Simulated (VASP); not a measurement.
KTaO3: electric field gradients with LDA

KTaO3:

```
K Ta O
1.0
     3.98830    0.00000    0.00000
     0.00000    3.98830    0.00000
     0.00000    0.00000    3.98830
K Ta O
1 1 3
Direct
  0.50000 0.50000 0.50000
  0.00000 0.00000 0.00000
  0.50000 0.00000 0.00000
  0.00000 0.50000 0.00000
  0.00000 0.00000 0.50000
```

* Program: VASP 6.6.1
* Task: electric field gradients
* Functional: LDA
* Potentials or basis: VASP PAW LDA potentials, release 64 (K_sv, Ta_pv, O)
* Cutoff: 520 eV
* k mesh: 6 × 6 × 6
* Occupations: fermi-dirac, width 0.02 eV
* Spin: no spin polarisation
* Further INCAR settings: ALGO = Fast; EDIFF = 1e-07

* Pressure: -4.4 GPa
* Band gap on the k mesh: 2.02 eV, indirect (least direct gap 2.65 eV)

Levels at points of the mesh, in eV from the valence-band top:
| k point | band 15 | band 16 | band 17 | band 18 | band 19 | band 20 | band 21 | band 22 | band 23 |
| --- | --- | --- | --- | --- | --- | --- | --- | --- | --- |
| (0.00, 0.00, 0.00) | -1.08 | -1.08 | -0.63 | -0.63 | -0.63 | 2.02 | 2.02 | 2.02 | 6.38 |
| (0.50, 0.00, 0.00) | -2.34 | -2.19 | -1.57 | -0.86 | -0.86 | 2.18 | 4.93 | 4.93 | 8.80 |
| (0.50, 0.50, 0.00) | -2.90 | -1.65 | -1.45 | -1.45 | -0.04 | 4.97 | 4.97 | 6.25 | 7.65 |
| (0.50, 0.50, 0.50) | -3.95 | -3.95 | 0.00 | 0.00 | 0.00 | 6.40 | 6.40 | 6.40 | 8.72 |

Electric field gradients, principal values (V/Å²):
| atom | Vxx | Vyy | Vzz |
| --- | --- | --- | --- |
| 1 K | 0.000 | 0.000 | 0.000 |
| 2 Ta | 0.000 | 0.000 | 0.000 |
| 3 O | -7.446 | -7.446 | 14.893 |
| 4 O | -7.446 | -7.446 | 14.893 |
| 5 O | -7.446 | -7.446 | 14.893 |

Wall time 40 s on 1 thread of Intel(R) Xeon(R) Platinum 8488C (Sapphire Rapids) (shared host), peak memory 0.16 GiB.

Caveat: spin-orbit coupling is left out, which moves the levels of the heavy elements. Expect the measured gap to be larger: semilocal functionals such as LDA lack the derivative discontinuity.
